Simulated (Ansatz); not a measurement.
# Ir (simple hexagonal type): the cost of one run

Computed with Ansatz 0.2.0 (DFT PBE, with the methods named in each step, unless a step's input says otherwise).

### 1 Starting point

It takes space group P6/mmm (No. 191, hexagonal). The conventional cell has a = 2.657 Å, b = 2.657 Å, c = 2.597 Å, α = 90.00°, β = 90.00°, γ = 120.00°. Around Ir (site symmetry 6/mmm) lie 8 Ir at 2.60 to 2.66 Å.

As a file:

```cif
data_structure
_symmetry_space_group_name_H-M 'P 1'
_symmetry_Int_Tables_number 1
_cell_length_a 2.6573
_cell_length_b 2.6573
_cell_length_c 2.5974
_cell_angle_alpha 90.000
_cell_angle_beta 90.000
_cell_angle_gamma 120.000
_cell_volume 15.88
loop_
_atom_site_label
_atom_site_type_symbol
_atom_site_fract_x
_atom_site_fract_y
_atom_site_fract_z
_atom_site_occupancy
Ir1 Ir 0.00000 0.00000 0.00000 1
```

Whether this phase is the stable one at these pressures isn't tested.

### 2 The reference volume, LAPW

input.yaml

```yaml
crystal:
  lattice:
    - [2.6573072958, 0.0, 0.0]
    - [-1.3286536479, 2.3012956238, 0.0]
    - [0.0, 0.0, 2.5973533372]
  atoms:
    - { symbol: Ir, position: [0.0, 0.0, 0.0] }
kpoints:
  mp_grid: { grid: [16, 16, 15] }
  band_path:
    path:
      - [0.0, 0.0, 0.0]
      - [0.5, 0.0, 0.0]
      - [0.3333333333, 0.3333333333, 0.0]
      - [0.0, 0.0, 0.0]
      - [0.0, 0.0, 0.5]
      - [0.5, 0.0, 0.5]
      - [0.3333333333, 0.3333333333, 0.5]
      - [0.0, 0.0, 0.5]
      - [0.5, 0.0, 0.5]
    npoints: 14
scf:
  occupations: { method: fermi_dirac, width: 0.05 }
hamiltonian:
  xc: pbe
  pseudopotentials: { kind: all_electron, lapw: { basis_error: 0.001 } }
output:
  forces: true
  stress: true
  eigenvalues: true
  populations: true
  dos: { projected: true, de: 0.2, e_range: [-14, 8] }
```

Command:

```bash
> ansatz run input.yaml --threads 1 --pin off --max-ram 2048MiB --backend cpu --events-out ev --progress --plain --runs-dir out
```

**Question.** How long does this run take on 1 thread of Arm Neoverse V2, shared host, and how much memory does it need?

About 34 s, with a peak of 0.47 GiB.
